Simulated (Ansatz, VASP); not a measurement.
# One calculation of Si, two programs

```
Si
1.0
     0.00000    2.70097    2.70097
     2.70097    0.00000    2.70097
     2.70097    2.70097    0.00000
Si
2
Direct
  0.75000 0.75000 0.75000
  0.50000 0.50000 0.50000
```

Alike in both runs: functional LDA; k mesh 8 × 8 × 8; occupations gaussian, width 0.02 eV; no spin polarisation.

Ansatz relaxed the structure, and its values are those at the end. VASP's run is a single point on that final structure, the one shown.

|  | VASP | Ansatz |
| --- | --- | --- |
| version | VASP 6.6.1 | Ansatz 0.2.0 |
| potentials or method | VASP PAW LDA potentials, release 64 (Si) | scalar-relativistic, plane waves, PAW |
| plane-wave cutoff (eV) | 520 | 420 |
| valence electrons in the cell | 8 | 8 |

```tsv
	VASP	Ansatz	Ansatz less VASP
gap on the k mesh at the Fermi level (eV)	0.49	0.49	+0.001
least direct gap on the mesh (eV)	2.53	2.53	+0.002
pressure (GPa)	0.1	0.0	-0.04
```

A k mesh can miss the band edges. As with any semilocal functional, this LDA gap is likely too small.
